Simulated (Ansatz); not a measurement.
Crystal: TiC.

```
CELL_PARAMETERS angstrom
0.00000 2.16572 2.16572
2.16572 0.00000 2.16572
2.16572 2.16572 0.00000
ATOMIC_POSITIONS crystal
Ti 0.00000 0.00000 0.00000
C 0.50000 0.50000 0.50000
```

The cell is a database's computed one.

Base run:

```yaml
Program: Ansatz 0.2.0
Functional: PBEsol
Potentials_or_basis: Ansatz PAW
Cutoff: "420 eV (not typed: the program's choice for these potentials)"
k_mesh: 11 × 11 × 11
Occupations: fermi-dirac, width 0.05 eV
Spin: no spin polarisation
Hubbard_terms: Ti d U = 3 eV
```

Its results: band gap on the k mesh none (metal or under the smearing width); pressure -2.0 GPa.

The run is repeated on the same cell with these changes: hubbard terms from Ti d U = 3 eV to Ti d U = 4 eV. What comes out?

Band gap on the k mesh none (metal or under the smearing width); pressure -0.1 GPa.

Caveats: U without spin polarisation on a metal has little footing; the PAW data sets come from PBE, with cores solved anew for the run's functional, which leaves a small shift of forces and pressure; the U is typed as a test and isn't derived for this compound.
